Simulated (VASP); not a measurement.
# TaN (Fm-3m) in VASP: relaxation of cell and atoms with r2SCAN

Aim: the relaxation of cell and atoms of TaN with r2SCAN.

Program: VASP 6.6.1. These are calculated values, not measurements. Logs are shortened: lines on timing, memory, paths and dates and some standing lists are left out, and cuts for length are marked.

**1. Starting point**

Symmetry: Fm-3m, No. 225, cubic system. Conventional cell: a = 4.400 Å, b = 4.400 Å, c = 4.400 Å, α = 90.00°, β = 90.00°, γ = 90.00°. Ta (site symmetry m-3m) is surrounded by 6 N at 2.20 Å. Around N (site symmetry m-3m) lie 6 Ta at 2.20 Å.

The cell was built by a generator and needn't be a form met in nature.

**2. Relaxation of cell and atoms, r2SCAN**

Input file INCAR:

```
ALGO     = Normal         # electronic algorithm
EDIFF    = 1E-7           # SCF threshold, eV
EDIFFG   = -0.005         # ionic threshold
ENCUT    = 600            # plane-wave cutoff, eV
IBRION   = 2              # ionic algorithm
ISIF     = 3              # what is computed and relaxed
ISMEAR   = 1              # smearing method
KPAR     = 4            
LASPH    = T              # aspherical terms in the spheres
LCHARG   = F              # write CHGCAR
LMIXTAU  = T            
LREAL    = F              # projectors in reciprocal space
LWAVE    = F              # write WAVECAR
METAGGA  = R2SCAN         # meta-GGA
NELM     = 60             # most SCF steps
NSW      = 40             # ionic steps
PREC     = Accurate       # precision mode
SIGMA    = 0.2            # smearing width, eV
```

Input file KPOINTS:

```
k-points
0
Gamma
  16 16 16
```

Input file POSCAR:

```
TaN
1.0
    0.0000000000      2.2000000000      2.2000000000
    2.2000000000      0.0000000000      2.2000000000
    2.2000000000      2.2000000000      0.0000000000
Ta N
1 1
Direct
    0.0000000000      0.0000000000      0.0000000000
    0.5000000000      0.5000000000      0.5000000000
```

Potentials or basis: VASP PAW PBE potentials, release 64 (Ta_pv, N).

On the command line:

```sh
cat potpaw_PBE.64/Ta_pv/POTCAR potpaw_PBE.64/N/POTCAR > POTCAR
mpirun -np 4 vasp_std > vasp.out
```

OUTCAR:

```text
EDIFF = 1E-7
   EDIFFG = -0.005
   ENCUT = 600
   IBRION = 2
   ISIF = 3
   ISMEAR = 1
   LASPH = T
   LREAL = F
   METAGGA = R2SCAN
   NELM = 60
   NSW = 40
   PREC = Accurate

 ion  position               nearest neighbor table
   1  0.000  0.000  0.000-   2 2.20   2 2.20   2 2.20   2 2.20   2 2.20   2 2.20
   2  0.500  0.500  0.500-   1 2.20   1 2.20   1 2.20   1 2.20   1 2.20   1 2.20

  LATTYP: Found a face centered cubic cell.
 ALAT       =     4.4000000000

  Lattice vectors:

 A1 = (   0.0000000000,   2.2000000000,   2.2000000000)
 A2 = (   2.2000000000,   0.0000000000,   2.2000000000)
 A3 = (   2.2000000000,   2.2000000000,   0.0000000000)

Analysis of symmetry for initial positions (statically):
=====================================================================
 Subroutine PRICEL returns:
 Original cell was already a primitive cell.

 Routine SETGRP: Setting up the symmetry group for a
 face centered cubic supercell.

 Subroutine GETGRP returns: Found 48 space group operations
 (whereof 48 operations were pure point group operations)
 out of a pool of 48 trial point group operations.

The static configuration has the point symmetry O_h .

Analysis of symmetry for dynamics (positions and initial velocities):
=====================================================================
 Subroutine PRICEL returns:
 Original cell was already a primitive cell.

 Routine SETGRP: Setting up the symmetry group for a
 face centered cubic supercell.

 Subroutine GETGRP returns: Found 48 space group operations
 (whereof 48 operations were pure point group operations)
 out of a pool of 48 trial point group operations.

The dynamic configuration has the point symmetry O_h .

 Subroutine INISYM returns: Found 48 space group operations
 (whereof 48 operations are pure point group operations),
 and found     1 'primitive' translations

----------------------------------------------------------------------------------------

                                     Primitive cell

  volume of cell :      21.2960

  direct lattice vectors                    reciprocal lattice vectors
     0.000000000  2.200000000  2.200000000    -0.227272727  0.227272727  0.227272727
     2.200000000  0.000000000  2.200000000     0.227272727 -0.227272727  0.227272727
     2.200000000  2.200000000  0.000000000     0.227272727  0.227272727 -0.227272727

  length of vectors
     3.111269837  3.111269837  3.111269837     0.393647911  0.393647911  0.393647911

  position of ions in fractional coordinates (direct lattice)
     0.000000000  0.000000000  0.000000000
     0.500000000  0.500000000  0.500000000

  ion indices of the primitive-cell ions
   primitive index   ion index
                 1           1
                 2           2

----------------------------------------------------------------------------------------

 KPOINTS: k-points

Automatic generation of k-mesh.
 Grid dimensions read from file:
 generate k-points for:   16   16   16

 Generating k-lattice:

  Cartesian coordinates                     Fractional coordinates (reciprocal lattice)
    -0.014204545  0.014204545  0.014204545     0.062500000  0.000000000  0.000000000
     0.014204545 -0.014204545  0.014204545     0.000000000  0.062500000  0.000000000
     0.014204545  0.014204545 -0.014204545     0.000000000  0.000000000  0.062500000

  Length of vectors
     0.024602994  0.024602994  0.024602994

  Shift w.r.t. Gamma in fractional coordinates (k-lattice)
     0.000000000  0.000000000  0.000000000

 Subroutine IBZKPT returns following result:
 ===========================================

 Found    145 irreducible k-points:

 Following reciprocal coordinates:
            Coordinates               Weight
  0.000000  0.000000  0.000000      1.000000
  0.062500  0.000000  0.000000      8.000000
  0.125000  0.000000  0.000000      8.000000
  0.187500  0.000000  0.000000      8.000000
  0.250000  0.000000  0.000000      8.000000
  0.312500  0.000000  0.000000      8.000000
[... 16 lines left out ...]
 -0.125000  0.062500  0.000000     24.000000
 -0.062500  0.062500  0.000000     12.000000
 [... further k-points ...]
   k-points           NKPTS =    145   k-points in BZ     NKDIM =    145   number of bands    NBANDS=     12
   number of dos      NEDOS =    301   number of ions     NIONS =      2
   total plane-waves  NPLWV =  21952
   dimension x,y,z NGX =    28 NGY =   28 NGZ =   28
   dimension x,y,z NGXF=    56 NGYF=   56 NGZF=   56
   ions per type =               1   1
   NGX,Y,Z   is equivalent  to a cutoff of  14.96, 14.96, 14.96 a.u.
   NGXF,Y,Z  is equivalent  to a cutoff of  29.92, 29.92, 29.92 a.u.
 SYSTEM =  unknown system
   PREC   = accura    normal or accurate (medium, high low for compatibility)
   ISTART =      0    job   : 0-new  1-cont  2-samecut
   ICHARG =      2    charge: 1-file 2-atom 10-const
   ISPIN  =      1    spin polarized calculation?
   LNONCOLLINEAR =      F non collinear calculations
   LSORBIT =      F    spin-orbit coupling
   LASPH  =      T    aspherical Exc in radial PAW
   ENCUT  =  600.0 eV  44.10 Ry    6.64 a.u.   6.21  6.21  6.21*2*pi/ulx,y,z
   NELM   =     60;   NELMIN=  2; NELMDL= -5     # of ELM steps
   EDIFF  = 0.1E-06   stopping-criterion for ELM
   LREAL  =      F    real-space projection
   EDIFFG = -.5E-02   stopping-criterion for IOM
   NSW    =     40    number of steps for IOM
   IBRION =      2    ionic relax: 0-MD 1-quasi-New 2-CG
   NFREE  =      1    steps in history (QN), initial steepest desc. (CG)
   ISIF   =      3    stress and relaxation
   ISYM   =      2    0-nonsym 1-usesym 2-fastsym
   POTIM  = 0.5000    time-step for ionic-motion
   TEBEG  =    0.0;   TEEND  =   0.0 temperature during run
   PSTRESS=    0.0 pullay stress
   NELECT =      16.0000    total number of electrons
   NUPDOWN=      -1.0000    fix difference up-down
   EMIN   =  10.00;   EMAX   =-10.00  energy-range for DOS
   EFERMI =   0.00;   METHOD = LEGACY
   ISMEAR =     1;   SIGMA  =   0.20  broadening in eV -4-tet -1-fermi 0-gaus
   EFERMI_NEDOS =   21; number of points for ismear=-14 and -15
   IALGO  =     38    algorithm
   IMIX   =      4    mixing-type and parameters
     AMIX     =   0.40;   BMIX     =  1.00
     AMIX_MAG =   1.60;   BMIX_MAG =  1.00
  volume/ion in A,a.u.               =      10.65        71.86
  Fermi-wavevector in a.u.,A,eV,Ry     =   1.488271  2.812425 30.136250  2.214952
  Thomas-Fermi vector in A             =   2.601327
   LORBIT       =      0    0 simple, 1 ext, 2 COOP (PROOUT), +10 PAW based schemes
   METAGGA = R2SCAN    functional components
   LHFCALC =     F    Hartree Fock is set to
   AEXX    =    0.0000 exact exchange contribution
   IVDW    =     0    specifies the selected vdW correction
   LEPSILON=     F    determine dielectric tensor
   LRPA    =     F    only Hartree local field effects (RPA)
 conjugate gradient relaxation of ions
 non-spin polarized calculation
 Methfessel and Paxton  Order N= 1 SIGMA  =   0.20
  energy-cutoff  :      600.00
  volume of cell :       21.30
 maximum number of plane-waves:       725
 NGX is ok and might be reduce to    28
   NGX = 13   NGY = 13   NGZ = 13

--------------------------------------- Ionic step        1  -------------------------------------------

 number of electron      15.9999999 magnetization

 Free energy of the ion-electron system (eV)
  ---------------------------------------------------
  ext. energy  EPLUGINS =         0.00000000
  ---------------------------------------------------
  free energy    TOTEN  =       -59.62393523 eV

  energy without entropy =      -59.62173247  energy(sigma->0) =      -59.62320098

------------------------ aborting loop because EDIFF is reached ----------------------------------------

  FORCE on cell =-STRESS in cart. coord.  units (eV):
  Direction    XX          YY          ZZ          XY          YZ          ZX
  --------------------------------------------------------------------------------------
  -------------------------------------------------------------------------------------
  Total        0.1472328      0.1472328      0.1472328     -0.0000000     -0.0000000      0.0000000
  in kB       11.0768729     11.0768729     11.0768729     -0.0000000     -0.0000000      0.0000000
  external PRESSURE =      11.0768729 kB  Pullay stress =       0.0000000 kB
[... 57 lines left out ...]
  energy  without entropy=      -59.6206520373  energy(sigma->0) =      -59.62211325

--------------------------------------- Ionic step        3  -------------------------------------------

 number of electron      15.9999999 magnetization

 Free energy of the ion-electron system (eV)
  ---------------------------------------------------
  ext. energy  EPLUGINS =         0.00000000
  ---------------------------------------------------
  free energy    TOTEN  =       -59.62416005 eV

  energy without entropy =      -59.62196016  energy(sigma->0) =      -59.62342675

 E-fermi :   9.5554     XC(G=0): -14.4254

 val. band max:        9.5428199919   @ k =  -0.3125   0.3750   0.1875
 cond. band min:       9.5563612210   @ k =  -0.3125   0.3125   0.1250
 fundamental gap:      0.0135412290
 Fermi energy:         9.5553618146

 k-point     1 :       0.0000    0.0000    0.0000
  band No.  band energies     occupation
      1     -27.5982      2.00000
      2     -27.5982      2.00000
      3     -27.5982      2.00000
      4     -10.4168      2.00000
      5       5.4270      2.00000
      6       5.4270      2.00000
      7       5.4270      2.00000
      8       7.4060      2.00000
      9       7.4060      2.00000
     10       7.4060      2.00000
     11       9.6916      0.09380
     12       9.6916      0.09380
[... 331 lines left out ...]
 k-point    24 :      -0.0625    0.0625    0.0000
  band No.  band energies     occupation
      1     -27.6830      2.00000
      2     -27.6203      2.00000
      3     -27.6001      2.00000
      4     -10.1684      2.00000
      5       4.2113      2.00000
      6       4.5431      2.00000
      7       4.8984      2.00000
      8       7.5844      2.00000
      9       7.7829      2.00000
     10       8.1183      2.00000
     11      10.1172     -0.00052
     12      10.9802     -0.00000

 [... further k-points ...]
[... 5 lines left out ...]
  --------------------------------------------------------------------------------------
  -------------------------------------------------------------------------------------
  Total        0.0005095      0.0005095      0.0005095      0.0000000      0.0000000      0.0000000
  in kB        0.0382132      0.0382132      0.0382132      0.0000000      0.0000000      0.0000000
  external PRESSURE =       0.0382132 kB  Pullay stress =       0.0000000 kB
[... 17 lines left out ...]
  FREE ENERGIE OF THE ION-ELECTRON SYSTEM (eV)
  ---------------------------------------------------
  free  energy   TOTEN  =       -59.6241600479 eV

  energy  without entropy=      -59.6219601564  energy(sigma->0) =      -59.62342675

 reached required accuracy - stopping structural energy minimisation
```

It took 7.1 min on 4 MPI ranks of AMD EPYC 7R43 (Zen 3), shared host; peak memory 0.17 GiB.

Results:

- Free energy: -59.6242 eV
- Relaxed volume: 10.68 Å³/atom
- Relaxed cell: a = 3.114 Å, b = 3.114 Å, c = 3.114 Å, α = 60.00°, β = 60.00°, γ = 60.00°
- Space group after relaxing (to 0.05 Å): Fm-3m (No. 225)
- Energy gained by relaxing: 0.1 meV/atom
- Ionic steps: 3
- Pressure after relaxing: 0.0 GPa
- Band gap on the k mesh: none (metal or under the smearing width)

The path:
```
step  energy change (eV)  largest force (eV/Å)  pressure (GPa)  volume (Å³)
   1              0.0000                0.0000            1.11        21.30
   2              0.0011                0.0000           -2.59        21.52
   3             -0.0002                0.0000            0.00        21.36
```

Final structure:
```
CELL_PARAMETERS angstrom
0.00000 2.20228 2.20228
2.20228 0.00000 2.20228
2.20228 2.20228 0.00000
ATOMIC_POSITIONS crystal
Ta 0.00000 0.00000 0.00000
N 0.50000 0.50000 0.50000
```

Caveat: the PAW data sets were made with another functional, which shifts forces and pressure a little. Spin-orbit coupling is left out, which matters for the levels of Ta.
